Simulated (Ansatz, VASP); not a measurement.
**AlN: VASP beside Ansatz**

```
Al N
1.0
     3.11000    0.00000    0.00000
    -1.55500    2.69334    0.00000
     0.00000    0.00000    4.88040
Al N
2 2
Direct
  0.66667 0.33333 0.99796
  0.33333 0.66667 0.49796
  0.66667 0.33333 0.38404
  0.33333 0.66667 0.88404
```

Change from the starting cell: z stretched by -2 %, ions relaxed.

Alike in both runs: functional PBE; k mesh 11 × 11 × 6; occupations fermi-dirac, width 0.02 eV; no spin polarisation.

Ansatz relaxed the structure, and its values are those at the end. VASP's run is a single point on that final structure, the one shown.

|  | VASP | Ansatz |
| --- | --- | --- |
| version | VASP 6.6.1 | Ansatz 0.2.0 |
| potentials or method | VASP PAW PBE potentials, release 64 (Al, N) | plane-wave PAW, scalar-relativistic |
| plane-wave cutoff (eV) | 520 | 420 |
| valence electrons in the cell | 16 | 16 |

|  | VASP | Ansatz | Ansatz less VASP |
| --- | --- | --- | --- |
| gap on the k mesh at the Fermi level (eV) | 4.28 | 4.27 | -0.011 |
| pressure (GPa) | 8.0 | 8.2 | +0.25 |
| rms of the force components (eV/Å) | 0.006 | 0.006 | +0.0003 |

With one functional, cell and mesh, what is left measures potentials, basis and numerics. Ansatz warned: «stress_scf_threshold_loose».

Caveats: an odd mesh through Γ misses points on the zone boundary, where band edges often lie.
